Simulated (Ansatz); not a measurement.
CaF2 (fluorite), relaxed and computed with several functionals in Ansatz (plane waves, PAW).

```
functional  a (Å)  gap (eV)  B₀ by P(V) fit (GPa)
----------  -----  --------  --------------------
HSE06       5.467      9.35                  83.4
PBEsol      5.421      7.25                  86.4
PBE             …         …                     …
```

**Question.** What belongs in the gaps?

**Answer.** 
- PBE, a (Å): 5.511
- PBE, gap (eV): 7.14
- PBE, B₀ by P(V) fit (GPa): 77.5

All cells were relaxed under the symmetry of their starts (and spin orders); stability against distortions was not tested throughout.

Potentials: the later of the program's two PAW sets.

Ansatz (an electronic-structure program) is a plane-wave DFT program.
